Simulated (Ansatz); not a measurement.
# Os (P6_3/mmc) in Ansatz: further runs, part 2 of 3

Ansatz 0.2.0.

### Step 5. Band structure, PBE exchange only, non-collinear spin, random start

input.yaml

```yaml
crystal:
  lattice:
    - [2.7341, 0.0, 0.0]
    - [-1.36705, 2.3678000565, 0.0]
    - [0.0, 0.0, 4.3197]
  atoms:
    - { symbol: Os, position: [0.6666666667, 0.3333333333, 0.75], spin: 0.46, spin_axis: [-0.952539, 0.293591, -0.080466] }
    - { symbol: Os, position: [0.3333333333, 0.6666666667, 0.25], spin: 0.34, spin_axis: [-0.938158, -0.344089, 0.038232] }
kpoints:
  mp_grid: { grid: [8, 8, 4] }
  band_path:
    path:
      - [0.0, 0.0, 0.0]
      - [0.5, 0.0, 0.0]
      - [0.3333333333, 0.3333333333, 0.0]
      - [0.0, 0.0, 0.0]
      - [0.0, 0.0, 0.5]
      - [0.5, 0.0, 0.5]
      - [0.3333333333, 0.3333333333, 0.5]
      - [0.0, 0.0, 0.5]
    npoints: 6
scf:
  occupations: { method: gaussian, width: 0.1 }
hamiltonian:
  xc: { exchange: pbe, correlation: none }
  pseudopotentials: { kind: all_electron, lapw: { basis_error: 0.002 } }
magnetization:
  noncollinear: true
output:
  forces: true
  stress: true
  eigenvalues: true
```

Potentials or basis: all-electron LAPW, scalar-relativistic.

The run is started by

```console
$ ansatz run input.yaml --threads 1 --pin off --max-ram 3072MiB --backend cpu --events-out ev --progress --plain --runs-dir out
```

The program printed:

```text
[... 77 lines left out ...]
  k-point 29: bands = ["-232.6220", "-232.6220", "-232.6220", "-232.6220", "-232.6122", "-232.6122", "-232.6122", "-232.6122", "-232.6121", "-232.6121", "-232.6121", "-232.6121", "-232.5991", "-232.5991", "-232.5991", "-232.5991", "-232.5990", "-232.5990", "-232.5990", "-232.5990", "-51.8165", "-51.8165", "-51.8164", "-51.8164", "-12.2493", "-12.2493", "-12.2493", "-12.2493", "-12.2468", "-12.2468", "-12.2467", "-12.2467", "-12.2454", "-12.2454", "-12.2453", "-12.2453", "-12.2325", "-12.2325", "-12.2325", "-12.2325", "-12.2302", "-12.2302", "-12.2301", "-12.2301", "-12.2276", "-12.2276", "-12.2276", "-12.2276", "-12.2180", "-12.2180", "-12.2179", "-12.2179", "-11.7861", "-11.7861", "-11.7861", "-11.7861", "-11.4342", "-11.4342", "-11.4342", "-11.4342", "-11.0419", "-11.0419", "-11.0419", "-11.0419", "28.3858", "28.3858", "28.3858", "28.3858", "29.8525", "29.8525", "29.8525", "29.8525", "31.2042", "31.2042", "31.2042", "31.2042", "33.3453", "33.3453", "33.3453", "33.3453", "36.3314", "36.3314", "36.3314", "36.3314", "41.8993", "41.8993", "41.8993", "41.8993", "44.0178", "44.0178", "44.0178", "44.0178", "47.0806", "47.0806", "47.0806", "47.0806"]
```

Wall time 3.2 min (1 thread of Intel Xeon Platinum 8488C (Sapphire Rapids), shared host); peak memory 0.75 GiB.

Results:

- Free energy: -938597.3196 eV
- Pressure: 45.0 GPa
- Band gap along the path: none (metal or under the smearing width)
- Net moment: 0.00 μB per cell
- Absolute moment: 0.00 μB per cell

Stress tensor (GPa, compression positive):
```
44.74  0.00  0.00
 0.00 44.74  0.00
 0.00  0.00 45.40
```

Levels at the corners of the path, in eV from the Fermi level:
```tsv
point	band 76	band 77	band 78	band 79	band 80	band 81	band 82	band 83	band 84	band 85
Γ	-2.17	-2.17	-2.17	-1.54	-1.54	-1.54	-1.54	0.28	0.28	1.72
M	-2.50	-1.82	-1.82	2.10	2.10	2.66	2.66	2.77	2.77	4.53
K	-3.37	-1.27	-1.27	1.53	1.53	1.53	1.53	2.11	2.11	5.38
Γ	-2.17	-2.17	-2.17	-1.54	-1.54	-1.54	-1.54	0.28	0.28	1.72
A	-3.20	-3.20	-3.20	-3.20	-3.20	0.93	0.93	0.93	0.93	0.93
L	-1.18	0.01	0.01	0.01	0.01	2.44	2.44	2.44	2.44	3.41
H	-3.30	-1.33	-1.33	-1.33	-1.33	1.67	1.67	1.67	1.67	8.51
A	-3.20	-3.20	-3.20	-3.20	-3.20	0.93	0.93	0.93	0.93	0.93
```

Moments on the atoms (μB; x, y, z):
```
Os  0.00 0.00 0.00
Os  0.00 0.00 0.00
```

Caveat: the k mesh is coarse (spacing up to 0.36 Å⁻¹), so the values aren't converged; so large a pressure means that the cell lies far from this level's equilibrium, or that cutoff or potentials fall short; spin-orbit coupling is left out, which moves the levels of the heavy elements; the starting moments weren't kept.

### Step 6. Single point, RPBE+D4, 13.14 Å³/atom (volume scaled by 0.94)

input.yaml

```yaml
crystal:
  lattice:
    - [2.6782863798, 0.0, 0.0]
    - [-1.3391431899, 2.3194640436, 0.0]
    - [0.0, 0.0, 4.2315181138]
  atoms:
    - { symbol: Os, position: [0.6666666667, 0.3333333333, 0.75] }
    - { symbol: Os, position: [0.3333333333, 0.6666666667, 0.25] }
kpoints:
  mp_grid: { grid: [11, 11, 6] }
scf:
  occupations: { method: fermi_dirac, width: 0.05 }
hamiltonian:
  xc: rpbe
  dispersion: d4
  pseudopotentials: { kind: all_electron, lapw: { basis_error: 0.001 } }
output:
  forces: true
  stress: true
  eigenvalues: true
```

Potentials or basis: all-electron LAPW, scalar-relativistic.

The run is started by

```console
$ ansatz run input.yaml --threads 1 --pin off --max-ram 3072MiB --backend cpu --events-out ev --progress --plain --runs-dir out
```

Wall time 25 s (1 thread of Intel Xeon Platinum 8488C (Sapphire Rapids), shared host); peak memory 0.5 GiB.

Results (log left out):

| Property | Result |
| --- | --- |
| Free energy | -938880.4667 eV |
| Pressure | 29.1 GPa |
| Band gap on the k mesh | none (metal or under the smearing width) |

Caveat: pairwise dispersion overbinds metals, which lowers pressure and volume.

### Step 7. Single point, RPBE+D4, 13.42 Å³/atom (volume scaled by 0.96)

input.yaml, as its differences from that of step 6:

```diff
@@ -2,5 +2,5 @@
   lattice:
-    - [2.6782863798, 0.0, 0.0]
-    - [-1.3391431899, 2.3194640436, 0.0]
-    - [0.0, 0.0, 4.2315181138]
+    - [2.697148173, 0.0, 0.0]
+    - [-1.3485740865, 2.3357988356, 0.0]
+    - [0.0, 0.0, 4.261318519]
   atoms:
```

The run is started by

```console
$ ansatz run input.yaml --threads 1 --pin off --max-ram 3072MiB --backend cpu --events-out ev --progress --plain --runs-dir out
```

Wall time 25 s (1 thread of Intel Xeon Platinum 8488C (Sapphire Rapids), shared host); peak memory 0.49 GiB.

Results (log left out):

- Free energy: -938880.5485 eV
- Pressure: 18.0 GPa
- Band gap on the k mesh: none (metal or under the smearing width)

Caveat: pairwise dispersion overbinds metals, which lowers pressure and volume.

### Step 8. Single point, RPBE+D4, 13.70 Å³/atom (volume scaled by 0.98)

input.yaml, as its differences from that of step 7:

```diff
@@ -2,5 +2,5 @@
   lattice:
-    - [2.697148173, 0.0, 0.0]
-    - [-1.3485740865, 2.3357988356, 0.0]
-    - [0.0, 0.0, 4.261318519]
+    - [2.7157497827, 0.0, 0.0]
+    - [-1.3578748913, 2.3519083021, 0.0]
+    - [0.0, 0.0, 4.2907078513]
   atoms:
```

The run is started by

```console
$ ansatz run input.yaml --threads 1 --pin off --max-ram 3072MiB --backend cpu --events-out ev --progress --plain --runs-dir out
```

Run time: 21 s. Hardware: 1 thread of Intel Xeon Platinum 8488C (Sapphire Rapids), shared host; peak memory 0.47 GiB.

Results (log left out):

| Property | Result |
| --- | --- |
| Free energy | -938880.5935 eV |
| Pressure | 8.0 GPa |
| Band gap on the k mesh | none (metal or under the smearing width) |

Caveat: pairwise dispersion overbinds metals, which lowers pressure and volume.

### Step 9. Single point, RPBE+D4, 13.98 Å³/atom

input.yaml, as its differences from that of step 8:

```diff
@@ -2,5 +2,5 @@
   lattice:
-    - [2.7157497827, 0.0, 0.0]
-    - [-1.3578748913, 2.3519083021, 0.0]
-    - [0.0, 0.0, 4.2907078513]
+    - [2.7341, 0.0, 0.0]
+    - [-1.36705, 2.3678000565, 0.0]
+    - [0.0, 0.0, 4.3197]
   atoms:
```

Potentials or basis: all-electron LAPW, scalar-relativistic.

The run is started by

```console
$ ansatz run input.yaml --threads 1 --pin off --max-ram 3072MiB --backend cpu --events-out ev --progress --plain --runs-dir out
```

Wall time 23 s (1 thread of Intel Xeon Platinum 8488C (Sapphire Rapids), shared host); peak memory 0.47 GiB.

The run converged. Its results:

- Free energy: -938880.6057 eV
- Pressure: -0.8 GPa
- Band gap on the k mesh: none (metal or under the smearing width)

Caveat: pairwise dispersion overbinds metals, which lowers pressure and volume.

### Step 10. Single point, RPBE+D4, 14.26 Å³/atom (volume scaled by 1.02)

input.yaml, as its differences from that of step 9:

```diff
@@ -2,5 +2,5 @@
   lattice:
-    - [2.7341, 0.0, 0.0]
-    - [-1.36705, 2.3678000565, 0.0]
-    - [0.0, 0.0, 4.3197]
+    - [2.7522071502, 0.0, 0.0]
+    - [-1.3761035751, 2.3834813086, 0.0]
+    - [0.0, 0.0, 4.3483081185]
   atoms:
```

The run is started by

```console
$ ansatz run input.yaml --threads 1 --pin off --max-ram 3072MiB --backend cpu --events-out ev --progress --plain --runs-dir out
```

Wall time 22 s (1 thread of Intel Xeon Platinum 8488C (Sapphire Rapids), shared host); peak memory 0.47 GiB.

Results (log left out):

```yaml
Free_energy: -938880.5888 eV
Pressure: -8.7 GPa
Band_gap_on_the_k_mesh: none (metal or under the smearing width)
```

Caveat: pairwise dispersion overbinds metals, which lowers pressure and volume.

### Step 11. Single point, RPBE+D4, 14.54 Å³/atom (volume scaled by 1.04)

input.yaml, as its differences from that of step 10:

```diff
@@ -2,5 +2,5 @@
   lattice:
-    - [2.7522071502, 0.0, 0.0]
-    - [-1.3761035751, 2.3834813086, 0.0]
-    - [0.0, 0.0, 4.3483081185]
+    - [2.770079126, 0.0, 0.0]
+    - [-1.385039563, 2.3989588936, 0.0]
+    - [0.0, 0.0, 4.3765446767]
   atoms:
```

The run is started by

```console
$ ansatz run input.yaml --threads 1 --pin off --max-ram 3072MiB --backend cpu --events-out ev --progress --plain --runs-dir out
```

Wall time 22 s (1 thread of Intel Xeon Platinum 8488C (Sapphire Rapids), shared host); peak memory 0.46 GiB.

Results (log left out):

```yaml
Free_energy: -938880.5460 eV
Pressure: -15.7 GPa
Band_gap_on_the_k_mesh: none (metal or under the smearing width)
```

Caveat: pairwise dispersion overbinds metals, which lowers pressure and volume.

### Step 12. Single point, RPBE+D4, 14.82 Å³/atom (volume scaled by 1.06)

input.yaml, as its differences from that of step 11:

```diff
@@ -2,5 +2,5 @@
   lattice:
-    - [2.770079126, 0.0, 0.0]
-    - [-1.385039563, 2.3989588936, 0.0]
-    - [0.0, 0.0, 4.3765446767]
+    - [2.7877234178, 0.0, 0.0]
+    - [-1.3938617089, 2.4142392985, 0.0]
+    - [0.0, 0.0, 4.404421509]
   atoms:
```

Potentials or basis: all-electron LAPW, scalar-relativistic.

The run is started by

```console
$ ansatz run input.yaml --threads 1 --pin off --max-ram 3072MiB --backend cpu --events-out ev --progress --plain --runs-dir out
```

It took 21 s on 1 thread of Intel Xeon Platinum 8488C (Sapphire Rapids), shared host; peak memory 0.45 GiB.

The run converged. Its results:

```yaml
Free_energy: -938880.4801 eV
Pressure: -21.9 GPa
Band_gap_on_the_k_mesh: none (metal or under the smearing width)
```

Caveat: pairwise dispersion overbinds metals, which lowers pressure and volume.

### Step 13. Equation of state, RPBE+D4

Potentials or basis: all-electron LAPW, scalar-relativistic.

This step only gathers the single runs of the series.

Results:

```
Equilibrium volume                        : 13.95 Å³/atom
Bulk modulus at fixed shape and positions : 421 GPa
Pressure derivative of the bulk modulus   : 4.8
```

Energy against volume, from the lowest point:
| volume (Å³/atom) | energy (meV/atom) |
| --- | --- |
| 13.143 | 69.49 |
| 13.423 | 28.62 |
| 13.703 | 6.13 |
| 13.982 | 0.00 |
| 14.262 | 8.45 |
| 14.542 | 29.86 |
| 14.821 | 62.82 |

Caveat: the cell was scaled at fixed shape and fractional positions, which overstates the stiffness of a crystal with free parameters, most of all of layers and chains. The run has no spin-orbit coupling, so splittings on Os are missing.

(Part 2 of 3 ends here.)
